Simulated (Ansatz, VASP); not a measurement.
**Two plane-wave programs on ZnO**

```xyz
4
Lattice="3.2794 0.0000 0.0000 -1.6397 2.8400 0.0000 0.0000 0.0000 5.2932" Properties=species:S:1:pos:R:3 pbc="T T T"
Zn    1.6397    0.9467    2.6498
Zn    0.0000    1.8934    0.0032
O     1.6397    0.9467    4.6565
O     0.0000    1.8934    2.0099
```

Alike in both runs: functional PBE; k mesh 12 × 12 × 6; occupations gaussian, width 0.02 eV; no spin polarisation.

Ansatz relaxed the structure, and its values are those at the end. VASP's run is a single point on that final structure, the one shown.

|  | VASP | Ansatz |
| --- | --- | --- |
| version | VASP 6.6.1 | Ansatz 0.2.0 |
| potentials or method | VASP PAW PBE potentials, release 64 (Zn, O) | scalar-relativistic, plane waves, PAW |
| plane-wave cutoff (eV) | 520 | 420 |
| valence electrons in the cell | 36 | 36 |

```tsv
	VASP	Ansatz	Ansatz less VASP
gap on the k mesh at the Fermi level (eV)	0.73	0.74	+0.016
least direct gap on the mesh (eV)	0.73	0.74	+0.016
pressure (GPa)	0.9	0.0	-0.90
```

As with any semilocal functional, this PBE gap is likely too small.
